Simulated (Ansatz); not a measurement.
**VO₂ under strain**

All numbers below come from DFT PBEsol, scalar-relativistic, plane waves, PAW in Ansatz. Settings: 420 eV cutoff, 8×8×12 k-mesh, Gaussian smearing of 0.10 eV, collinear spin.

Starting point, cell and atoms relaxed:

```
CELL_PARAMETERS angstrom
4.53613 0.00000 0.00000
0.00000 4.53613 0.00000
0.00000 0.00000 2.80192
ATOMIC_POSITIONS crystal
V 0.00000 0.00000 0.00000
V 0.50000 0.50000 0.50000
O 0.29890 0.29890 0.00000
O 0.70110 0.70110 0.00000
O 0.79890 0.20110 0.50000
O 0.20110 0.79890 0.50000
```

Deformation: biaxial strain in the a-b plane, with the length and tilt of c and the atoms relaxed, all within the symmetry that the strain leaves. Energies are extrapolated to zero smearing. Stress is positive in compression, on the Cartesian axes of the cell above.

Strains computed: -3.0, -1.5, +1.5 %.

Task: At which strain does the energy stand 6.2 meV/atom over the relaxed crystal with σxx = 7.07, σyy = 7.07, σzz = 0.00 GPa?

Result: -1.5 %.